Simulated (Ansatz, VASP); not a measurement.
**Two plane-wave programs on BaTe**

```xyz
2
Lattice="0.0000 3.2978 3.4714 3.2978 0.0000 3.4714 3.2978 3.2978 0.0000" Properties=species:S:1:pos:R:3 pbc="T T T"
Ba    0.0000    0.0000    0.0000
Te    3.2978    3.2978    3.4714
```

Change from the starting cell: strain -0.050 along x and y, +0.000 along z, atoms carried along.

Alike in both runs: task single point; functional PBEsol; k mesh 8 × 8 × 8; occupations gaussian, width 0.05 eV; no spin polarisation.

```csv
,VASP,Ansatz
version,VASP 6.6.1,Ansatz 0.2.0
potentials or method,"VASP PAW PBE potentials, release 64 (Ba_sv, Te)","scalar-relativistic, plane waves, PAW"
plane-wave cutoff (eV),520,420
valence electrons in the cell,16,26
```

```tsv
	VASP	Ansatz	Ansatz less VASP
gap on the k mesh at the Fermi level (eV)	1.02	1.14	+0.121
least direct gap on the mesh (eV)	1.36	1.44	+0.080
pressure (GPa)	5.0	4.4	-0.55
largest component of the traceless stress (GPa)	3.72	3.53	-0.189
```

The two sets of potentials don't hold the same shells in valence.

Caveats: the PAW data sets were made with another functional, which shifts forces and pressure a little (VASP); spin-orbit coupling is left out, which moves the levels of the heavy elements. A k mesh can miss the band edges.
